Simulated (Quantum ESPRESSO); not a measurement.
## GaN in Quantum ESPRESSO: the effect of functional

Crystal: GaN.

```
Ga N
1.0
     0.00000    2.25350    2.25350
     2.25350    0.00000    2.25350
     2.25350    2.25350    0.00000
Ga N
1 1
Cartesian
  0.0000 0.0000 0.0000
  1.1268 1.1268 1.1268
```

The cell is a database's computed one.

Alike in all runs:

```yaml
Program: Quantum ESPRESSO 7.5
Task: phonons
Cutoff: 762 eV
Density_cutoff: 6095 eV
k_mesh: 8 × 8 × 8, shifted
Occupations: fermi-dirac, width 0.05 eV
Spin: no spin polarisation
```

Each run relaxes the cell or the atoms first.

```csv
functional,potentials or basis,relaxed volume (Å³/atom),dielectric constant (mean),highest phonon frequency (cm⁻¹)
LDA,GBRV 1.5 LDA,11.10,5.75,552
WC,GBRV 1.5 PBE,11.44,6.05,534
PW91,GBRV 1.5 PBE,?,?,?
revPBE,GBRV 1.5 PBE,11.95,6.09,507
vdW-DF-cx,GBRV 1.5 PBE,11.46,6.05,534
```

Q: What does the run with functional PW91 give?

A: Relaxed volume 11.76 Å³/atom; dielectric constant 6.08 mean; highest phonon frequency 517 cm⁻¹.

Caveats: the potentials were made for another functional, which shifts forces and pressure (some runs); before the sum rule the acoustic modes lie tens of cm⁻¹ from zero, a sign that the density grid also shifts the optical modes (some runs).

Runs at the PBE level aren't shown here.
